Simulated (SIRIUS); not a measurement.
# MgO (P-6m2) in SIRIUS: reference runs

Reference runs on MgO: the cell as given, then over a range of volumes.

All numbers are computed with SIRIUS 7.10.0; they aren't measurements. Logs are shortened: lines on timing, memory, paths and dates and some standing lists are left out, and cuts for length are marked. The log counts tension as positive stress, the text compression.

## (1) The structure

It takes space group P-6m2 (No. 187, hexagonal). Conventional cell: a = 2.938 Å, b = 2.938 Å, c = 2.680 Å, α = 90.00°, β = 90.00°, γ = 120.00°. Mg (site symmetry -6m2) has 6 O at 2.16 Å as nearest neighbours. O (site symmetry -6m2) has 6 Mg at 2.16 Å as nearest neighbours.

Measurements of this composition are mostly on another form, of space group No. 225.

## (2) Single point, PBEsol

The input, sirius.json:

```json
{
  "control": {
    "processing_unit": "cpu",
    "verbosity": 2,
    "num_bands_to_print": 15,
    "print_forces": true,
    "print_stress": true
  },
  "parameters": {
    "electronic_structure_method": "pseudopotential",
    "xc_functionals": ["XC_GGA_X_PBE_SOL", "XC_GGA_C_PBE_SOL"],
    "gk_cutoff": 9.2,
    "pw_cutoff": 18.4,
    "ngridk": [10, 10, 10],
    "shiftk": [0, 0, 0],
    "smearing": "fermi_dirac",
    "smearing_width": 0.0018374661,
    "num_bands": 15,
    "num_mag_dims": 0,
    "num_dft_iter": 100,
    "energy_tol": 1e-08,
    "density_tol": 1e-06
  },
  "iterative_solver": {
    "type": "davidson",
    "min_tolerance": 1e-09,
    "tolerance_scale": [0.1, 0.25]
  },
  "mixer": {
    "type": "anderson",
    "beta": 0.7,
    "max_history": 8
  },
  "settings": {
    "tol_ne": 1e-10,
    "pseudo_grid_cutoff": 6.5
  },
  "unit_cell": {
    "lattice_vectors": [
      [5.552054855852, 0.0, 0.0],
      [-2.776027427926, 4.808220548383, 0.0],
      [0.0, 0.0, 5.063861301637]
    ],
    "atom_coordinate_units": "lattice",
    "atom_types": ["Mg", "O"],
    "atom_files": {
      "O": "O.json",
      "Mg": "Mg.json"
    },
    "atoms": {
      "Mg": [
        [0.0, 0.0, 0.0]
      ],
      "O": [
        [0.3333333333, 0.6666666667, 0.5]
      ]
    }
  }
}
```

Potentials or basis: PseudoDojo 0.4.1 PBEsol standard (scalar relativistic).

Started as:

```console
$ upf_to_json O.upf
$ upf_to_json Mg.upf
$ OMP_NUM_THREADS=1 sirius.scf --input=sirius.json --output=out.json --task=0
```

The log of the run:

```text
[info] SIRIUS version : 7.10.0
[info] number of MPI ranks           : 1
[info] MPI grid                      : 1 1
[info] maximum number of OMP threads : 1
[fft] FFT context for density and potential
[fft] =====================================
[fft]   comm size                             : 1
[fft]   plane wave cutoff                     : 18.4
[fft]   grid size                             : 36 36 32   total : 41472
[fft]   grid limits                           : -17 18   -17 18   -15 16
[fft]   number of G-vectors within the cutoff : 7107
[fft]   local number of G-vectors             : 7107
[fft]   number of G-shells                    : 763
[fft] FFT context for coarse grid
[fft] =====================================
[fft]   comm size                             : 1
[fft]   plane wave cutoff                     : 18.4
[fft]   grid size                             : 36 36 32   total : 41472
[fft]   grid limits                           : -17 18   -17 18   -15 16
[fft]   number of G-vectors within the cutoff : 7107
[fft]   local number of G-vectors             : 7107
[fft]   number of G-shells                    : 763
[unit cell] lattice vectors
[unit cell]   a1 :       5.5520548559      0.0000000000      0.0000000000
[unit cell]   a2 :      -2.7760274279      4.8082205484      0.0000000000
[unit cell]   a3 :       0.0000000000      0.0000000000      5.0638613016
[unit cell] reciprocal lattice vectors
[unit cell]   b1 :       1.1316864603      0.6533794825     -0.0000000000
[unit cell]   b2 :       0.0000000000      1.3067589650      0.0000000000
[unit cell]   b3 :       0.0000000000     -0.0000000000      1.2407893765
[unit cell] unit cell volume :       135.18233087 [a.u.^3]
[unit cell] 1/sqrt(omega)    :         0.08600823
[unit cell] MT volume        :         0.00000000 ( 0.00%)
[unit cell] IT volume        :       135.18233087 (100.00%)
[unit cell] number of atom types : 2
[unit cell] type id : 0 symbol : Mg mt_radius :  15.090000 num_atoms : 1
[unit cell] type id : 1 symbol :  O mt_radius :   9.350000 num_atoms : 1
[unit cell] total number of atoms : 2
[unit cell] number of symmetry classes : 2
[unit cell] number of PAW atoms : 0
[unit cell] atom id  type id  class id             position                      vector_field
[unit cell] ------------------------------------------------------------------------------------------
[unit cell]      0        0        0      0.00000   0.00000   0.00000      0.00000   0.00000   0.00000
[unit cell]      1        1        1      0.33333   0.66667   0.50000      0.00000   0.00000   0.00000
[unit cell] atom id         position (Cartesian, a.u.)
[unit cell] ---------------------------------------------
[unit cell]      0       0.000000    0.000000    0.000000
[unit cell]      1      -0.000000    3.205480    2.531931
[unit cell] class id : 0 atom id : 0
[unit cell] class id : 1 atom id : 1
[unit cell] minimum bond length:     4.084823
[unit cell] total number of pseudo wave-functions: 9
[sym] space group number   : 187
[sym] international symbol : P-6m2
[sym] Hall symbol          : P -6 2
[sym] space group transformation matrix :
[sym]   1.0000  0.0000  0.0000
[sym]   0.0000  1.0000  0.0000
[sym]   0.0000  0.0000  1.0000
[sym] space group origin shift :
[sym]   0.0000  0.0000  0.0000
[sym] number of space group operations  : 12
[sym] number of magnetic group operations : 12
[sym] metric tensor error: 1.0019e-10
[sym] rotation matrix error: 3.7533e-12
[sym] symmetry operations
[... list of symmetry operations ...]
[atom type] label          : Mg
[atom type] --------------------------------------------------------------------------------
[atom type] symbol         : Mg
[atom type] name           :
[atom type] zn             : 10
[... 267 lines left out ...]
[find] Efermi                         :       0.32812712
[find] iteration : 10, RMS : 1.325093874605e-07, energy difference : -3.041122909053e-11
[find] Hartree energy of density residual : 8.173347750048e-13
[find] bands are converged : true
[find] iterative solver converged : false
[find] +------------------------------+
[find] | SCF iteration  11 out of 100|
[find] +------------------------------+
[diagonalize] iterative solver tolerance (occupied, empty): 2.38419e-09 2.38419e-09
[diagonalize] average number of iterations: 1.85714
[diagonalize] Lowest band energies
[diagonalize] ik:    0   -2.398053   -1.183489   -1.183489   -1.181190   -0.352127    0.262009    0.262009    0.269199    0.392337    0.718651    0.853945    0.853945    1.007601    1.047189    1.111658
[diagonalize] ik:    1   -2.398029   -1.183743   -1.183547   -1.181162   -0.348787    0.237354    0.259238    0.270388    0.415639    0.719021    0.817652    0.863344    1.040984    1.050733    1.117789
[diagonalize] ik:    2   -2.397965   -1.184406   -1.183698   -1.181086   -0.339668    0.190789    0.252257    0.273568    0.458448    0.701860    0.789949    0.886772    1.023979    1.052922    1.139772
[diagonalize] ik:    3   -2.397886   -1.185221   -1.183885   -1.180994   -0.327525    0.146381    0.244123    0.277637    0.496482    0.672802    0.787605    0.912316    1.001674    1.049009    1.186519
[diagonalize] ik:    4   -2.397822   -1.185877   -1.184035   -1.180919   -0.316837    0.114897    0.237893    0.281048    0.517853    0.664566    0.774644    0.929305    0.982892    1.072328    1.208640
[diagonalize] ...
[diagonalize] ik:   79   -2.397398   -1.185310   -1.184929   -1.183761   -0.284912    0.146711    0.165659    0.245286    0.500827    0.714600    0.755300    0.820391    0.868494    1.091959    1.104394
[diagonalize] ik:   80   -2.397448   -1.185057   -1.184748   -1.183738   -0.290705    0.132102    0.191395    0.243925    0.528209    0.718130    0.759826    0.804573    0.887087    1.064264    1.150690
[diagonalize] ik:   81   -2.397398   -1.185048   -1.184929   -1.184022   -0.284982    0.146013    0.177513    0.228456    0.512241    0.715885    0.745820    0.806125    0.887803    1.070349    1.163358
[diagonalize] ik:   82   -2.397380   -1.185153   -1.184880   -1.184141   -0.282716    0.151658    0.172532    0.222409    0.506543    0.699866    0.748982    0.818411    0.887904    1.066870    1.162737
[diagonalize] ik:   83   -2.397373   -1.184925   -1.184861   -1.184454   -0.281881    0.153421    0.183265    0.204947    0.512424    0.676032    0.769924    0.816048    0.893485    1.043876    1.225344
[find] Charges and magnetic moments
[find] --------------------------------------------------------------------------------
[find] total charge          : 16.000000
[find] Energy
[find] --------------------------------------------------------------------------------
[find] valence_eval_sum               :     -11.30118629
[find] <rho|V^{XC}>                   :     -14.95215016
[find] <rho|E^{XC}>                   :     -12.01146945
[find] <mag|B^{XC}>                   :       0.00000000
[find] <rho|V^{H}>                    :      42.97520422
[find] one-electron contribution      :     -39.32424035 (Ha),     -78.64848071 (Ry)
[find] hartree contribution           :      21.48760211
[find] xc contribution                :     -12.01146945
[find] ewald contribution             :     -46.03866341
[find] PAW contribution               :       0.00000000
[find] smearing (-TS)                 :      -0.00000000
[find] SCF correction                 :      -0.00000012
[find] Total energy                   :     -75.88677122 (Ha),    -151.77354243 (Ry)
[find] Free energy (E-TS)             :     -75.88677122 (Ha),    -151.77354243 (Ry)
[find] band gap (eV)                  :       2.95010594
[find] Efermi                         :       0.32812711
[find] iteration : 11, RMS : 4.525186138918e-08, energy difference : 4.547473508865e-13
[find] Hartree energy of density residual : 3.926429313003e-14
[find] bands are converged : true
[find] iterative solver converged : true
[find] converged after 12 SCF iterations!
[find] Charges and magnetic moments
[find] --------------------------------------------------------------------------------
[find] total charge          : 16.000000
[find] Energy
[find] --------------------------------------------------------------------------------
[find] valence_eval_sum               :     -11.30118629
[find] <rho|V^{XC}>                   :     -14.95215016
[find] <rho|E^{XC}>                   :     -12.01146945
[find] <mag|B^{XC}>                   :       0.00000000
[find] <rho|V^{H}>                    :      42.97520422
[find] one-electron contribution      :     -39.32424035 (Ha),     -78.64848071 (Ry)
[find] hartree contribution           :      21.48760211
[find] xc contribution                :     -12.01146945
[find] ewald contribution             :     -46.03866341
[find] PAW contribution               :       0.00000000
[find] smearing (-TS)                 :      -0.00000000
[find] SCF correction                 :      -0.00000012
[find] Total energy                   :     -75.88677122 (Ha),    -151.77354243 (Ry)
[find] Free energy (E-TS)             :     -75.88677122 (Ha),    -151.77354243 (Ry)
[find] band gap (eV)                  :       2.95010594
[find] Efermi                         :       0.32812711
[ground_state] === stress tensor components [kbar] ===
[ground_state] === stress_kin ===
[ground_state] -65385.600149   -0.000000   -0.000000
[ground_state]    -0.000000-65385.600149    0.000000
[ground_state]    -0.000000    0.000000-65465.813514
[ground_state] === stress_har ===
[ground_state] -13887.817078   -0.000000    0.000000
[ground_state]    -0.000000-13887.817077   -0.000000
[ground_state]     0.000000   -0.000000-18989.870877
[ground_state] === stress_ewald ===
[ground_state] 35899.446241    0.000000   -0.000000
[ground_state]     0.00000035899.446241   -0.000000
[ground_state]    -0.000000   -0.00000028399.414159
[ground_state] === stress_vloc ===
[ground_state]  4066.899533    0.000000    0.000000
[ground_state]     0.000000 4066.899533    0.000000
[ground_state]     0.000000    0.00000016724.981222
[ground_state] === stress_xc ===
[ground_state]  6653.643797    0.000000   -0.000000
[ground_state]     0.000000 6653.643797    0.000000
[ground_state]    -0.000000    0.000000 6648.224588
[ground_state] === stress_core ===
[ground_state]  1470.329251    0.000000    0.000000
[ground_state]     0.000000 1470.329251    0.000000
[ground_state]     0.000000    0.000000 1470.856051
[ground_state] === stress_nonloc ===
[ground_state] 31221.933526    0.000000    0.000000
[ground_state]     0.00000031221.933526   -0.000000
[ground_state]     0.000000   -0.00000031253.113228
[ground_state] === stress_us_nl ===
[ground_state] 31221.933526    0.000000    0.000000
[ground_state]     0.00000031221.933526   -0.000000
[ground_state]     0.000000   -0.00000031253.113228
[ground_state] === stress_total ===
[ground_state]    38.835122    0.000000   -0.000000
[ground_state]     0.000000   38.835122   -0.000000
[ground_state]    -0.000000   -0.000000   40.904858
[ground_state] ==== total Forces in Ha/bohr =====
[ground_state] atom:    0, force:       0.0000000      0.0000000      0.0000000
[ground_state] atom:    1, force:       0.0000000     -0.0000000      0.0000000
[ground_state] ==== ultrasoft contribution from Qij =====
[ground_state] atom:    0, force:       0.0000000      0.0000000      0.0000000
[ground_state] atom:    1, force:       0.0000000      0.0000000      0.0000000
[ground_state] ==== non-local contribution from Beta-projector =====
[ground_state] atom:    0, force:       0.0000000      0.0000000      0.0000000
[ground_state] atom:    1, force:       0.0000000      0.0000000      0.0000000
[ground_state] ==== contribution from local potential =====
[ground_state] atom:    0, force:       0.0000000      0.0000000      0.0000000
[ground_state] atom:    1, force:       0.0000000     -0.0000000      0.0000000
[ground_state] ==== contribution from core density =====
[ground_state] atom:    0, force:       0.0000000      0.0000000      0.0000000
[ground_state] atom:    1, force:       0.0000000      0.0000000      0.0000000
[ground_state] ==== Ewald forces from ions =====
[ground_state] atom:    0, force:       0.0000000      0.0000000      0.0000000
[ground_state] atom:    1, force:       0.0000000      0.0000000      0.0000000
[~DFT_ground_state] local op. applied: 34267
[~DFT_ground_state] evp. work count: 9076.3
[~DFT_ground_state] number of iterative solver steps: 2297
```

Wall time 31 s (1 thread of Arm Neoverse V2, shared host); peak memory 0.34 GiB.

What came out:

```yaml
Free_energy: -2064.9842 eV
Pressure: -4.0 GPa
Band_gap_on_the_k_mesh: 2.95 eV
```

A k mesh can miss the band edges. Expect the measured gap to be larger: semilocal functionals such as PBEsol lack the derivative discontinuity.

## (3) Single point, PBEsol, 9.42 Å³/atom (volume scaled by 0.94)

sirius.json: that of step 2 with these lines changed.

```diff
@@ -39,5 +39,5 @@
     "lattice_vectors": [
-      [5.552054855852, 0.0, 0.0],
-      [-2.776027427926, 4.808220548383, 0.0],
-      [0.0, 0.0, 5.063861301637]
+      [5.438715811644, 0.0, 0.0],
+      [-2.719357905728, 4.710066056788, 0.0],
+      [0.0, 0.0, 4.960488187541]
     ],
```

Potentials or basis: PseudoDojo 0.4.1 PBEsol standard (scalar relativistic).

Started as:

```console
$ upf_to_json O.upf
$ upf_to_json Mg.upf
$ OMP_NUM_THREADS=1 sirius.scf --input=sirius.json --output=out.json --task=0
```

It took 30 s on 1 thread of Arm Neoverse V2, shared host; peak memory 0.33 GiB.

It converged, with:

| Quantity | Value |
| --- | --- |
| Free energy | -2064.9811 eV |
| Pressure | 5.2 GPa |
| Band gap on the k mesh | 3.43 eV |

## (4) Single point, PBEsol, 9.62 Å³/atom (volume scaled by 0.96)

sirius.json: that of step 3 with these lines changed.

```diff
@@ -39,5 +39,5 @@
     "lattice_vectors": [
-      [5.438715811644, 0.0, 0.0],
-      [-2.719357905728, 4.710066056788, 0.0],
-      [0.0, 0.0, 4.960488187541]
+      [5.477017889063, 0.0, 0.0],
+      [-2.738508944531, 4.743236629024, 0.0],
+      [0.0, 0.0, 4.995422353864]
     ],
```

Started as:

```console
$ upf_to_json O.upf
$ upf_to_json Mg.upf
$ OMP_NUM_THREADS=1 sirius.scf --input=sirius.json --output=out.json --task=0
```

Wall time 31 s (1 thread of Arm Neoverse V2, shared host); peak memory 0.34 GiB.

It converged, with:

```yaml
Free_energy: -2064.9899 eV
Pressure: 1.8 GPa
Band_gap_on_the_k_mesh: 3.26 eV
```

## (5) Single point, PBEsol, 9.82 Å³/atom (volume scaled by 0.98)

sirius.json: that of step 4 with these lines changed.

```diff
@@ -39,5 +39,5 @@
     "lattice_vectors": [
-      [5.477017889063, 0.0, 0.0],
-      [-2.738508944531, 4.743236629024, 0.0],
-      [0.0, 0.0, 4.995422353864]
+      [5.514791620032, 0.0, 0.0],
+      [-2.757395810016, 4.775949639417, 0.0],
+      [0.0, 0.0, 5.029874631332]
     ],
```

Started as:

```console
$ upf_to_json O.upf
$ upf_to_json Mg.upf
$ OMP_NUM_THREADS=1 sirius.scf --input=sirius.json --output=out.json --task=0
```

Wall time 30 s (1 thread of Arm Neoverse V2, shared host); peak memory 0.34 GiB.

It converged, with:

```yaml
Free_energy: -2064.9906 eV
Pressure: -1.2 GPa
Band_gap_on_the_k_mesh: 3.10 eV
```

## (6) Single point, PBEsol, 10.22 Å³/atom (volume scaled by 1.02)

sirius.json: that of step 5 with these lines changed.

```diff
@@ -39,5 +39,5 @@
     "lattice_vectors": [
-      [5.514791620032, 0.0, 0.0],
-      [-2.757395810016, 4.775949639417, 0.0],
-      [0.0, 0.0, 5.029874631332]
+      [5.588824502577, 0.0, 0.0],
+      [-2.794412251383, 4.840063996576, 0.0],
+      [0.0, 0.0, 5.097397784377]
     ],
```

Potentials or basis: PseudoDojo 0.4.1 PBEsol standard (scalar relativistic).

Started as:

```console
$ upf_to_json O.upf
$ upf_to_json Mg.upf
$ OMP_NUM_THREADS=1 sirius.scf --input=sirius.json --output=out.json --task=0
```

Wall time 32 s (1 thread of Arm Neoverse V2, shared host); peak memory 0.35 GiB.

Results (log left out):

* Free energy: -2064.9714 eV
* Pressure: -6.4 GPa
* Band gap on the k mesh: 2.81 eV

## (7) Single point, PBEsol, 10.42 Å³/atom (volume scaled by 1.04)

sirius.json: that of step 6 with these lines changed.

```diff
@@ -39,5 +39,5 @@
     "lattice_vectors": [
-      [5.588824502577, 0.0, 0.0],
-      [-2.794412251383, 4.840063996576, 0.0],
-      [0.0, 0.0, 5.097397784377]
+      [5.625116587732, 0.0, 0.0],
+      [-2.812558293771, 4.871493864222, 0.0],
+      [0.0, 0.0, 5.13049869734]
     ],
```

Started as:

```console
$ upf_to_json O.upf
$ upf_to_json Mg.upf
$ OMP_NUM_THREADS=1 sirius.scf --input=sirius.json --output=out.json --task=0
```

It took 35 s on 1 thread of Arm Neoverse V2, shared host; peak memory 0.35 GiB.

Results (log left out):

* Free energy: -2064.9526 eV
* Pressure: -8.6 GPa
* Band gap on the k mesh: 2.67 eV

[end of part 1 of 2]
